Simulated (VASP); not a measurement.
## Te2Pt: relaxation of cell and atoms with PBE

Te2Pt, a slab with vacuum:

```
Te Pt
1.0
     4.01766    0.00000    0.00000
    -2.00883    3.47939    0.00000
     0.00000    0.00000   20.60050
Te Pt
2 1
Direct
  0.66667 0.33333 0.43245
  0.33333 0.66667 0.56755
  0.00000 0.00000 0.50000
```

| Item | Value |
| --- | --- |
| Program | VASP 6.6.1 |
| Task | relaxation of cell and atoms |
| Functional | PBE |
| Potentials or basis | VASP PAW PBE potentials, release 64 (Te, Pt) |
| Cutoff | 600 eV |
| k mesh | 9 × 9 × 1 |
| Occupations | gaussian, width 0.03 eV |
| Spin | no spin polarisation |
| Further INCAR settings | ALGO = Normal; EDIFF = 1e-07; IBRION = 2; EDIFFG = -0.005; NSW = 90; ISIF = 3 |

```json
{
 "Relaxed volume": "96.10 Å³/atom",
 "Relaxed cell": "a = 4.020 Å, b = 4.020 Å, c = 20.601 Å, α = 90.00°, β = 90.00°, γ = 120.00°",
 "Space group after relaxing (to 0.05 Å)": "P-3m1 (No. 164)",
 "Energy gained by relaxing": "0.0 meV/atom",
 "Ionic steps": "9",
 "Band gap on the k mesh": "0.74 eV, indirect (least direct gap 1.04 eV)"
}
```

Forces on the atoms (eV/Å):
```
Te   0.000  0.000 -0.003
Te   0.000  0.000  0.003
Pt   0.000  0.000  0.000
```

Final structure:
```
Te Pt
1.0
     4.01985    0.00000    0.00000
    -2.00992    3.48129    0.00000
     0.00000    0.00000   20.60050
Te Pt
2 1
Direct
  0.66667 0.33333 0.43253
  0.33333 0.66667 0.56747
  0.00000 0.00000 0.50000
```

Levels at points of the mesh, in eV from the valence-band top:
```
           k point  band 8  band 9  band 10  band 11  band 12  band 13  band 14  band 15
(0.00, 0.00, 0.00)   -1.88   -0.65     0.00     0.00     2.33     2.33     3.80     4.07
```

Run time: 4.1 min on 1 thread of Intel(R) Xeon(R) 6975P-C (Granite Rapids), with other jobs on the host, peak memory 0.48 GiB.

Caveat: spin-orbit coupling is left out, which moves the levels of the heavy elements. As with any semilocal functional, this PBE gap is likely too small.
